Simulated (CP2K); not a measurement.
Si under changes of volume

One of the cells (16.235 Å³/atom); the others are scaled copies at fixed shape and fractional positions:

```
CELL_PARAMETERS angstrom
2.53211 0.00000 0.00000
0.00000 2.53211 0.00000
0.00000 0.00000 2.53211
ATOMIC_POSITIONS crystal
Si 0.50000 0.50000 0.50000
```

The cell was built by a generator and needn't be a form met in nature.

```yaml
Program: CP2K 2026.2
Functional: LDA
Potentials_or_basis: GTH_POTENTIALS Si GTH-PADE-q4; TZVP-MOLOPT-PBE-GTH basis
Density_cutoff: 6123 eV
k_mesh: 10 × 10 × 10
Occupations: fermi-dirac, width 0.0259 eV
Spin: no spin polarisation
```

```csv
volume (Å³/atom),energy over the lowest point (meV/atom),pressure (GPa)
15.261,?,?
15.585,0.00,-0.1
15.910,2.37,-2.3
16.235,8.98,-4.2
16.560,19.41,-6.0
16.884,33.25,-7.6
17.209,50.15,-9.0
```

What does the run at 15.261 Å³/atom give?

Energy over the lowest point 2.36 meV/atom; pressure 2.4 GPa.

Worked out: A Birch-Murnaghan fit of order 3 (a polynomial in V^(-2/3)) to the other rows has its minimum at 15.58 Å³/atom, just outside them, with B0 = V·E''(V) = 112 GPa and B' = 4.3. It gives 2.39 meV/atom at 15.261 Å³/atom, against the run's 2.36, and -dE/dV = 2.4 GPa, against 2.4.

Energies are extrapolated to zero smearing.

Caveats: the basis of atomic orbitals isn't converged, which shifts pressures, moduli and gaps.
